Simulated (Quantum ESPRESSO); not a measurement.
## Fe: phonons at P under several settings

```xyz
1
Lattice="-1.4430 1.4430 1.4430 1.4430 -1.4430 1.4430 1.4430 1.4430 -1.4430" Properties=species:S:1:pos:R:3 pbc="T T T"
Fe    0.0000    0.0000    0.0000
```

All runs used Quantum ESPRESSO 7.5; k mesh 9 × 9 × 9; relaxed cell; collinear spin, ferromagnetic start; cutoff 762 eV; occupations cold, width 0.2 eV.

```csv
level,potentials,volume (Å³/atom),pressure (GPa),frequencies (cm⁻¹)
LDA,GBRV 1.5 LDA,10.44,0.1,301 301 301
PBE,GBRV 1.5 PBE,11.30,0.0,179i 179i 179i
PBEsol,GBRV 1.5 PBEsol,10.76,0.1,222i 222i 222i
BLYP,GBRV 1.5 PBE,12.15,0.0,364 364 364
AM05,GBRV 1.5 PBE,?,0.1,?
revPBE,GBRV 1.5 PBE,11.74,0.0,295 295 295
```

Question: What stands in the row left open?

Answer: Volume 10.69 Å³/atom; frequencies 438i 438i 438i cm⁻¹.

Values marked i are imaginary: the cell is unstable against those modes at that level, or the meshes are too thin.

Caveats: the mesh is thin for the phonons of a metal; the q point doesn't lie on the k mesh, which can shift a metal's frequencies strongly unless the mesh is converged; some modes are imaginary (some runs); the potentials were made for another functional, which shifts forces and pressure (some runs).

For the row left open. Caveat: the k mesh is coarse; the mesh is thin for the phonons of a metal; the potentials were made for another functional, which shifts forces and pressure; some modes are imaginary; the q point doesn't lie on the k mesh, which can shift a metal's frequencies strongly unless the mesh is converged.
